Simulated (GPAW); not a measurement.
Runs of GPAW 26.7.0 on CdTe. It takes space group F-43m (No. 216, cubic). Conventional cell: a = 6.410 Å, b = 6.410 Å, c = 6.410 Å, α = 90.00°, β = 90.00°, γ = 90.00°. Te (site symmetry -43m) is surrounded by 4 Cd at 2.78 Å. Cd (site symmetry -43m) has 4 Te at 2.78 Å as nearest neighbours. 

| task | level | potentials or basis | spin | cell | k mesh | cutoff (eV) | smearing | band path | band points | spin axis theta (degrees) | spin axis phi (degrees) | soc after scf | mesh quality | gap on the mesh (eV) | pressure (GPa) |
| --- | --- | --- | --- | --- | --- | --- | --- | --- | --- | --- | --- | --- | --- | --- | --- |
| band structure | vdW-DF | GPAW PAW data sets (gpaw-data 1.2.1), pw | SOC, no magnetisation | as given | 6 × 6 × 6 | 600 | fermi-dirac 0.05 eV | GXWKGLUWLK,UX | 60 | 0 | 0 | second variation | not flagged | (b) | - |
| electron localisation function | PBEsol | PAW data sets generated in the run's folder for this functional, pw | off | as given | 4 × 4 × 4 | 510 | fermi-dirac 0.01 eV | - | - | - | - | - | coarse | 0.74 | 1.3 |
| band structure | SOGGA | PAW data sets generated in the run's folder for this functional, pw | SOC, no magnetisation | as given | 6 × 6 × 6 | 600 | fermi-dirac 0.05 eV | GXWKGLUWLK,UX | 100 | 90 | 0 | second variation | not flagged | 0.42 | (a) |
| Born charges | PBEsol+D3(BJ) | PAW data sets generated in the run's folder for this functional, pw | off | relaxed | 4 × 4 × 4 | 510 | fermi-dirac 0.01 eV | - | - | - | - | - | coarse | 0.75 | 0.0 |

Q: Estimate the missing entries.

A: (a) 1.2; (b) 0.64.

Caveats: some runs use coarse meshes; spin-orbit coupling was added after a scalar SCF, so levels and gaps hold it while energy, forces, pressure and moments don't (some runs); this program's spin-orbit splittings come out too wide for heavy elements (some runs); the cutoff is short for stress and forces, so pressures can be off by a GPa or more (some runs); spin-orbit coupling is left out, which moves the levels of the heavy elements (some runs); the PAW data sets were made with another functional, which shifts forces and pressure a little (some runs); the LO-TO splitting is left out (some runs).

A k mesh can miss the band edges, and rows without SOC leave out spin-orbit coupling on Cd, Te.
